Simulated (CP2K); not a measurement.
## Sb under changes of volume

One of the cells (26.962 Å³/atom); the others are scaled copies at fixed shape and fractional positions:

```xyz
1
Lattice="3.5108 0.0000 0.0000 0.6790 3.4445 0.0000 -2.0949 -1.7223 2.2296" Properties=species:S:1:pos:R:3 pbc="T T T"
Sb    0.0000    0.0000    0.0000
```

This isn't the form of Sb at room conditions, which is rhombohedral.

| Quantity | Value |
| --- | --- |
| Program | CP2K 2026.2 |
| Functional | PBE |
| Potentials or basis | POTENTIAL_UZH Sb GTH-PBE-q5; TZVP-MOLOPT-PBE-GTH basis |
| Density cutoff | 6123 eV |
| k mesh | 12 × 12 × 12 |
| Occupations | fermi-dirac, width 0.05 eV |
| Spin | no spin polarisation |

| volume (Å³/atom) | energy over the lowest point (meV/atom) | pressure (GPa) |
| --- | --- | --- |
| 25.344 | 69.54 | 8.4 |
| 25.883 | ? | ? |
| 26.423 | 25.91 | 4.8 |
| 26.962 | 12.59 | 3.2 |
| 27.501 | 4.16 | 1.9 |
| 28.040 | 0.11 | 0.6 |
| 28.580 | 0.00 | -0.5 |

Task: What does the run at 25.883 Å³/atom give?

Result: Energy over the lowest point 44.68 meV/atom; pressure 6.5 GPa.

Worked out: A Birch-Murnaghan fit of order 3 (a polynomial in V^(-2/3)) to the other rows has its minimum at 28.32 Å³/atom with B0 = V·E''(V) = 58 GPa and B' = 4.6 at fixed shape and positions, which overstates the stiffness. It gives 44.70 meV/atom at 25.883 Å³/atom, against the run's 44.68, and -dE/dV = 6.4 GPa, against 6.5.

Energies are extrapolated to zero smearing.

Caveats: the basis of atomic orbitals isn't converged, which shifts pressures, moduli and gaps.
